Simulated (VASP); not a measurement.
## SiC: how numerical settings change the zone-centre modes

Aim: test the modes of SiC against the numerical settings. The starting structure is a computed structure from the Materials Project.

Calculated with VASP 6.6.1; Kohn-Sham DFT with plane waves and PAW; LDA.

**1. Starting point**

The structure is hexagonal, space group P6_3mc (No. 186). Conventional cell: a = 3.076 Å, b = 3.076 Å, c = 10.071 Å, α = 90.00°, β = 90.00°, γ = 120.00°. Nearest to Si lie 4 C at 1.88 to 1.89 Å. Si has 4 C at 1.88 to 1.89 Å nearest. Nearest to C lie 4 Si at 1.88 to 1.89 Å. C has 4 Si at 1.88 to 1.89 Å nearest. Farther neighbours are not listed.

**2. Reference modes**

The cell comes from a relaxation at this level, not shown (81.25 Å³).

INCAR

```
SYSTEM = SiC
PREC = Accurate
ENCUT = 520
EDIFF = 1E-08
NELM = 100
ISMEAR = 0
SIGMA = 0.03
LREAL = .FALSE.
ALGO = Normal
GGA = CA
NBANDS = 24
LORBIT = 11
LWAVE = .FALSE.
LCHARG = .FALSE.
KPAR = 8
IBRION = 6
NFREE = 2
POTIM = 0.015
NSW = 1
ISIF = 2
```

POSCAR

```
SiC
1.0
    3.0601431151      0.0000000000      0.0000000000
   -1.5300715575      2.6501616769      0.0000000000
    0.0000000000      0.0000000000     10.0184457506
Si C
4 4
Direct
    0.0000000000      0.0000000000      0.1878885989
    0.0000000000      0.0000000000      0.6878885989
    0.3333333333      0.6666666667      0.4378480517
    0.6666666667      0.3333333333      0.9378480517
    0.0000000000      0.0000000000      0.0004568242
    0.0000000000      0.0000000000      0.5004568242
    0.3333333333      0.6666666667      0.2498055252
    0.6666666667      0.3333333333      0.7498055252
```

KPOINTS

```
Automatic mesh
0
Gamma
9 9 2
0 0 0
```

PAW data sets: Si and C (LDA family, release 64).

The run is started by

```
mpirun -np 8 vasp_std
```

Log:

```text
[banner, memory and clock lines left out]
running    8 mpi-ranks, on    1 nodes
 distrk:  each k-point on    1 cores,    8 groups
 distr:  one band on    1 cores,    1 groups

 POSCAR found type information on POSCAR SiC
 POSCAR found :  2 types and       8 ions
|                                                                             |
|           W    W    AA    RRRRR   N    N  II  N    N   GGGG   !!!           |
|           W    W   A  A   R    R  NN   N  II  NN   N  G    G  !!!           |
|           W    W  A    A  R    R  N N  N  II  N N  N  G       !!!           |
|           W WW W  AAAAAA  RRRRR   N  N N  II  N  N N  G  GGG   !            |
|           WW  WW  A    A  R   R   N   NN  II  N   NN  G    G                |
|           W    W  A    A  R    R  N    N  II  N    N   GGGG   !!!           |
|                                                                             |
|     For optimal performance we recommend to set                             |
|       NCORE = 2 up to number-of-cores-per-socket                            |
|     NCORE specifies how many cores store one orbital (NPAR=cpu/NCORE).      |
|     This setting can greatly improve the performance of VASP for DFT.       |
|     The default, NCORE=1 might be grossly inefficient on modern             |
|     multi-core architectures or massively parallel machines. Do your        |
|     Unfortunately you need to use the default for GW and RPA                |
|     calculations (for HF NCORE is supported but not extensively tested      |
|     yet).                                                                   |
|                                                                             |

 LDA part: xc-table for (Slater(with rela. corr.)+CA(PZ))
 , standard interpolation
 POSCAR, INCAR and KPOINTS ok, starting setup
 FFT: planning ... GRIDC
 FFT: planning ... GRID_SOFT
 FFT: planning ... GRID
 WAVECAR not read
 entering main loop
       N       E                     dE             d eps       ncg     rms          rms(c)
DAV:   1     0.712194035753E+02    0.71219E+02   -0.14632E+04  1152   0.121E+03
DAV:   2    -0.677300581062E+02   -0.13895E+03   -0.12975E+03  1560   0.203E+02
DAV:   3    -0.748449636962E+02   -0.71149E+01   -0.70675E+01  1536   0.441E+01
DAV:   4    -0.749452375110E+02   -0.10027E+00   -0.10016E+00  1496   0.618E+00
DAV:   5    -0.749472966295E+02   -0.20591E-02   -0.20587E-02  1528   0.828E-01    0.185E+01
DAV:   6    -0.669276084782E+02    0.80197E+01   -0.23803E+01  1464   0.220E+01    0.853E+00
DAV:   7    -0.666612937460E+02    0.26631E+00   -0.22073E+00  1584   0.699E+00    0.339E+00
DAV:   8    -0.665903749085E+02    0.70919E-01   -0.13566E-01  1408   0.181E+00    0.112E+00
DAV:   9    -0.665793348369E+02    0.11040E-01   -0.19125E-02  1480   0.748E-01    0.158E-01
DAV:  10    -0.665794277897E+02   -0.92953E-04   -0.94256E-04  1472   0.175E-01    0.849E-02
DAV:  11    -0.665794369830E+02   -0.91933E-05   -0.33842E-05  1504   0.390E-02    0.215E-02
DAV:  12    -0.665794323454E+02    0.46377E-05   -0.91325E-06  1456   0.148E-02    0.937E-03
DAV:  13    -0.665794318628E+02    0.48252E-06   -0.20728E-06  1504   0.645E-03    0.173E-03
DAV:  14    -0.665794318907E+02   -0.27843E-07   -0.70522E-08  1480   0.170E-03    0.745E-04
DAV:  15    -0.665794318987E+02   -0.80204E-08   -0.14140E-09  1072   0.235E-04
   1 F= -.66579432E+02 E0= -.66579432E+02  d E =-.919033E-23
[... from here on, the cycles between the ionic steps are left out ...]
   2 F= -.66577129E+02 E0= -.66577129E+02  d E =-.377850E-20
   3 F= -.66577129E+02 E0= -.66577129E+02  d E =-.378019E-20
   4 F= -.66575997E+02 E0= -.66575997E+02  d E =-.203932E-11
   5 F= -.66575870E+02 E0= -.66575870E+02  d E =-.177098E-21
   6 F= -.66577154E+02 E0= -.66577154E+02  d E =-.470595E-22
   7 F= -.66577154E+02 E0= -.66577154E+02  d E =-.469480E-22
   8 F= -.66576004E+02 E0= -.66576004E+02  d E =-.287549E-23
   9 F= -.66575896E+02 E0= -.66575896E+02  d E =-.331335E-23
  10 F= -.66577181E+02 E0= -.66577181E+02  d E =-.439747E-22
  11 F= -.66577181E+02 E0= -.66577181E+02  d E =-.439106E-22
  12 F= -.66576253E+02 E0= -.66576253E+02  d E =-.400272E-23
  13 F= -.66576377E+02 E0= -.66576377E+02  d E =-.474045E-12
  14 F= -.66577180E+02 E0= -.66577180E+02  d E =-.143646E-21
  15 F= -.66577180E+02 E0= -.66577180E+02  d E =-.144051E-21
  16 F= -.66576316E+02 E0= -.66576316E+02  d E =-.213124E-22
 Finite differences progress:
  Degree of freedom:   8/  8
  Displacement:        1/  2
  Total:              15/ 16
 bond charge predicted
       N       E                     dE             d eps       ncg     rms          rms(c)
DAV:   1    -0.665805139387E+02   -0.41978E-02   -0.21367E+00  1200   0.895E+00    0.430E-01
DAV:   2    -0.665773069476E+02    0.32070E-02   -0.19889E-02  1520   0.988E-01    0.155E-01
DAV:   3    -0.665763912279E+02    0.91572E-03   -0.27177E-03  1512   0.438E-01    0.582E-02
DAV:   4    -0.665764353087E+02   -0.44081E-04   -0.12461E-03  1456   0.208E-01    0.448E-02
DAV:   5    -0.665764286736E+02    0.66351E-05   -0.33396E-05  1504   0.365E-02    0.270E-02
DAV:   6    -0.665764247278E+02    0.39458E-05   -0.16993E-05  1504   0.225E-02    0.574E-03
DAV:   7    -0.665764241617E+02    0.56610E-06   -0.15204E-06  1768   0.983E-03    0.246E-03
DAV:   8    -0.665764241455E+02    0.16170E-07   -0.87709E-07  1480   0.510E-03    0.116E-03
DAV:   9    -0.665764241394E+02    0.61009E-08   -0.54797E-08  1512   0.140E-03
  17 F= -.66576424E+02 E0= -.66576424E+02  d E =-.110634E-10
 Finite differences progress:
  Degree of freedom:   8/  8
  Displacement:        2/  2
  Total:              16/ 16
```

Run time: 2.2 min. Hardware: 8 MPI ranks of Intel Xeon Platinum 8259CL at 2.50GHz (Skylake/Cascade Lake), shared host; peak memory 3 GiB.

The logs omit lines about the potential files and the build; timing stands in the text.

[end of part 1 of 3]

[Lines on the potential files, build, host, timing and source positions are cut from VASP's logs without a mark.]

[Logs are printed without paths, hosts, clocks, repeated set-up lines and the standing remarks that a program may print on its own settings, such as how far it seeks lower states.]

[Hosts, paths, dates, database ids (printed as entryN), source tags and the programs' standing remarks are cut or masked in the printed files.]
